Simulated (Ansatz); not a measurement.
La$_{2}$O$_{3}$: frozen-core PAW against all-electron methods

```
La O
1.0
     3.95603    0.00000    0.00000
    -1.97801    3.42602    0.00000
     0.00000    0.00000    6.16053
La O
2 3
Direct
  0.33333 0.66667 0.25000
  0.66667 0.33333 0.75000
  0.25000 0.25000 0.00000
  0.75000 0.00000 0.00000
  0.00000 0.75000 0.00000
```

Atoms are numbered in the order listed.

The geometry is COD entry 1010278, unchecked; take it as a test cell. It is an old determination, and later ones may differ. The listed cell was then made from it by scaling, straining or moving an atom.

Spin–orbit coupling is left out, though it moves levels of the heavy atoms by tenths of an eV or more.

Levels of theory: DFT, PBEsol, PAW with Ansatz's default frozen-core files, scalar-relativistic (Ansatz 0.2.0); DFT, PBEsol, all-electron PAW with datasets made for the crystal, scalar-relativistic (Ansatz 0.2.0); DFT, PBEsol, all-electron LAPW, scalar-relativistic (Ansatz 0.2.0).

For PAW: a Γ-centred 6×6×4 k mesh, Fermi–Dirac smearing of 0.02 eV, cutoff 420 eV, no spin polarisation; the PAW files were made with PBE, and the program remakes their frozen cores for this functional; the mesh is coarse along some axis. The crystal-made all-electron datasets (AE datasets) take a cutoff of 500 eV at this cell. LAPW targets a basis error of 1 meV/atom. The Ansatz runs share mesh, smearing and spin set-up. Plane-wave (PAW) pressures include the program's estimate of the Pulay term.

Stress and pressure are positive in compression.

The change that made this cell: volume scaled by 1.02.

| quantity | PAW | AE datasets | LAPW |
| --- | --- | --- | --- |
| pressure (GPa) | 32.53 | 32.46 | 32.46 |
| stress xx (GPa) | 43.58 | 43.52 | 43.52 |
| stress zz (GPa) | ? | 10.33 | 10.34 |
| force on La1, z (eV/Å) | ? | 0.364 | 0.364 |
| force on O3, y (eV/Å) | 6.332 | 6.331 | 6.330 |

Q: What belongs in the row "force on La1, z (eV/Å)", column "PAW"?

A: 0.386.

Q: Fill in "PAW" for the row "stress zz (GPa)".

A: 10.42.
